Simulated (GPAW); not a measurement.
# MoP: relaxation of cell and atoms with RPBE

MoP:

```xyz
2
Lattice="3.2230 0.0000 0.0000 -1.6115 2.7912 0.0000 0.0000 0.0000 3.1910" Properties=species:S:1:pos:R:3 pbc="T T T"
Mo    0.0000    0.0000    0.0000
P     0.0000    1.8608    1.5955
```

```yaml
Program: GPAW 26.7.0
Task: relaxation of cell and atoms
Functional: RPBE
Potentials_or_basis: the program's PAW data sets (release 1.2.1) made for this functional
Cutoff: 600 eV
Basis: pw
k_mesh: 10 × 10 × 8
Occupations: fermi-dirac, width 0.05 eV
Spin: no spin polarisation
Maxiter: 150
Optimizer: FIRE
Fmax: 0.02 eV/Å
Max_steps: 60
Convergence: density=1e-05 forces=0.0001
```

```json
{"Relaxed volume": "14.76 Å³/atom", "Relaxed cell": "a = 3.259 Å, b = 3.259 Å, c = 3.209 Å, α = 90.00°, β = 90.00°, γ = 120.00°", "Space group after relaxing (to 0.05 Å)": "P-6m2 (No. 187)", "Energy gained by relaxing": "7.8 meV/atom", "Ionic steps": "19", "Pressure after relaxing": "0.1 GPa", "Band gap on the k mesh": "none (metal or under the smearing width)"}
```

Stress tensor (GPa, compression positive):
```
0.16 0.00 0.00
0.00 0.16 0.00
0.00 0.00 0.03
```

The path:
| step | energy change (eV) | largest force (eV/Å) | pressure (GPa) | volume (Å³) |
| --- | --- | --- | --- | --- |
| 1 | 0.0000 | 0.0000 | 6.17 | 28.71 |
| 2 | -0.0078 | 0.0000 | 4.22 | 28.95 |
| 3 | -0.0146 | 0.0000 | 1.08 | 29.35 |
| 4 | -0.0134 | 0.0000 | -2.10 | 29.81 |
| 5 | -0.0137 | 0.0000 | -1.94 | 29.79 |
| 6 | -0.0142 | 0.0000 | -1.64 | 29.74 |
| 7 | -0.0148 | 0.0000 | -1.21 | 29.68 |
| 8 | -0.0153 | 0.0000 | -0.69 | 29.61 |
| 9 | -0.0156 | 0.0000 | -0.11 | 29.54 |
| 10 | -0.0155 | 0.0000 | 0.47 | 29.46 |
| 11 | -0.0155 | 0.0000 | 0.46 | 29.46 |
| 12 | -0.0155 | 0.0000 | 0.44 | 29.47 |
| 13 | -0.0155 | 0.0000 | 0.42 | 29.47 |
| 14 | -0.0155 | 0.0000 | 0.38 | 29.47 |
| 15 | -0.0156 | 0.0000 | 0.34 | 29.48 |
| 16 | -0.0156 | 0.0000 | 0.30 | 29.49 |
| 17 | -0.0156 | 0.0000 | 0.25 | 29.49 |
| 18 | -0.0156 | 0.0000 | 0.19 | 29.50 |
| 19 | -0.0156 | 0.0000 | 0.11 | 29.51 |

Final structure:
```
Mo P
1.0
     3.25857    0.00000    0.00000
    -1.62928    2.82200    0.00000
     0.00000    0.00000    3.20929
Mo P
1 1
Cartesian
  0.0000 0.0000 0.0000
  0.0000 1.8813 1.6046
```

Levels at points of the mesh, in eV from the Fermi level:
```csv
k point,band 8,band 9,band 10,band 11,band 12,band 13
"(0.00, 0.00, 0.00)",-3.19,-0.66,0.28,0.28,4.02,4.02
"(0.00, 0.00, 0.50)",-2.64,-1.57,-1.57,1.33,2.89,2.89
"(0.50, 0.50, 0.00)",-3.52,-1.29,-0.37,1.63,2.21,4.58
"(0.50, 0.50, 0.50)",-4.28,-0.98,1.34,1.77,3.42,4.93
```

It took 4.6 min on 1 thread of Arm Neoverse V1, with other jobs on the host, peak memory 0.31 GiB.

Caveat: later steps reuse the first step's grids. Zero-point motion and thermal expansion aren't in these numbers.
